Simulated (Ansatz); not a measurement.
Clean, relaxed (010) surface of BN, space group Fmm2 (No. 42) (top face towards +c; atoms held fixed, by place in the list: 1, 2):

```xyz
6
Lattice="2.5052 0.0000 0.0000 1.2501 2.1710 0.0000 0.0000 0.0000 23.6790" Properties=species:S:1:pos:R:3 pbc="T T T"
B     1.8772    1.0853    8.5000
N     3.1297    1.8093    8.5000
B     3.7549    2.1708   11.8395
N     1.2520    0.7238   11.8395
B     1.8772    1.0853   15.1790
N     3.1297    1.8093   15.1790
```

These are results of DFT PBE+D3(BJ), scalar-relativistic, plane waves, PAW (Ansatz 0.2.0), not measurements. Cutoff 420 eV; k points 12×12×1 on the computed 6-atom cell (Γ-centred); Gaussian smearing, width 0.05 eV; no spin polarisation. The cell repeats along c with a dipole correction in the vacuum.

With the adsorbate the run is spin-polarised, so any moments that the slab's own atoms take up count into E_ads.

B (atom) is adsorbed on the top face, one adsorbate per 5.4 Å², and relaxed from 2 starting sites (fractions of a and b). The adsorption energy is E(slab + adsorbate) − E(slab) − E(free adsorbate, spin-polarised where open-shell). Heights count from the highest slab atom after relaxation. Δp counts per cell along +c. Bonded neighbours lie within 1.25 times the sum of covalent radii (1.35 for H) and, on that scale, within 12 % of the closest. With the adsorbate the cell is lengthened along c to keep the vacuum.

| start | ends at | E_ads (eV) | height (Å) | shortest contact | Δp (e·Å) |
| --- | --- | --- | --- | --- | --- |
| top (N) at (0.83, 0.83) | (0.87, 0.87), 0 bonded neighbours, largest slab move 0.6 Å | -2.77 | 1.87 | B–N 1.95 Å | -0.062 |
| hollow (N-B) at (0.17, 0.17) | (0.93, 0.93), 0 bonded neighbours | -2.97 | 3.11 | B–N 3.12 Å | -0.029 |

Among the sites tried, the lowest end comes from the hollow (N-B) at (0.17, 0.17) start; other sites may lie lower.

Each end is the local minimum or symmetric point that its start leads to. The slab is only 6.7 Å thick, so the energies aren't converged with thickness.

An atom lies near a switch of its D3 coefficient C6 between reference coordination numbers, so the dispersion energy changes steeply there and can make or shift the minimum.

The reference crystal is a form of BN, which isn't its usual structure.